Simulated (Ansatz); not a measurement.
# ZnS (F-43m): gap against strain (biaxial in x and y, z held)

ZnS (started from an entry of an open crystallographic database), relaxed with r2SCAN in the PAW code Ansatz, then strained (biaxial in x and y, z held; changes of length per length, axes as in the cell below) with the atoms relaxed again within the symmetry that is left. The symmetry is F-43m (No. 216, cubic); a = 5.388 Å in the conventional setting, 19.55 Å³ an atom. Zn is surrounded by 4 S at 2.33 Å; S is surrounded by 4 Zn at 2.33 Å. The values are computed, spin-unpolarised, and not measurements.

```yaml
crystal:
  lattice:
    - [0.00000, 2.69410, 2.69410]
    - [2.69410, 0.00000, 2.69410]
    - [2.69410, 2.69410, 0.00000]
  atoms:
    - { symbol: Zn, position: [0.25000, 0.25000, 0.25000] }
    - { symbol: S, position: [0.00000, 0.00000, 0.00000] }
```

Gaps are the least over each mesh (PBE 8×8×8, r2SCAN 8×8×8, HSE06 6×6×6 when unstrained) and the special points, which keep their unstrained names; stress is the change from the unstrained cell, compression positive.

```tsv
strain (%)	gap, PBE (eV)	gap, r2SCAN (eV)	gap, HSE06 (eV)	edges, HSE06	in-plane stress, r2SCAN (GPa)	energy rise, r2SCAN (meV/atom)
-5.6	2.571	3.159	3.837	Γ	+12.38	75.5
-1.14	2.233	2.797	3.472	Γ	+2.06	2.9
-1.12	2.232	2.795	3.471	Γ	+2.02	2.8
0.0	2.147	2.705	3.378	Γ	0.00	0.0
```

The meshes of the hybrids are coarse, so their gaps aren't converged to the digits shown.
